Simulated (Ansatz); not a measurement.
Input of an Ansatz 0.2.0 run:

input.yaml

```yaml
crystal:
  lattice:
    - [0.0, 2.67185, 2.67185]
    - [2.67185, 0.0, 2.67185]
    - [2.67185, 2.67185, 0.0]
  atoms:
    - { symbol: K, position: [0.0, 0.0, 0.0] }
    - { symbol: F, position: [0.5, 0.5, 0.5] }
hamiltonian:
  xc: { exchange: pbe, correlation: pbe, exx: { coeff: 0.5, omega: 0.2 } }
  pseudopotentials: { kind: paw }
kpoints:
  mp_grid: { grid: [5, 5, 5] }
scf:
  occupations: { method: fermi_dirac, width: 0.05 }
output:
  forces: true
  stress: true
  eigenvalues: true
```

Potentials or basis: Ansatz PAW.

Run with:

```sh
$ ansatz run input.yaml --threads 2 --pin off --max-ram 5632MiB --backend cpu --events-out ev --progress --plain --runs-dir out
```

**Question.** Estimate the pressure.

**Answer.** -0.4 GPa.

**Question.** Predict the band gap on the k mesh.

**Answer.** 10.31 eV, direct.

Caveat: odd divisions of the mesh miss points on the zone boundary, where band edges often lie, so the gap on the mesh can be too wide; the PAW data sets come from PBE, with cores solved anew for the run's functional, which leaves a small shift of forces and pressure; the thresholds are loose for stress.
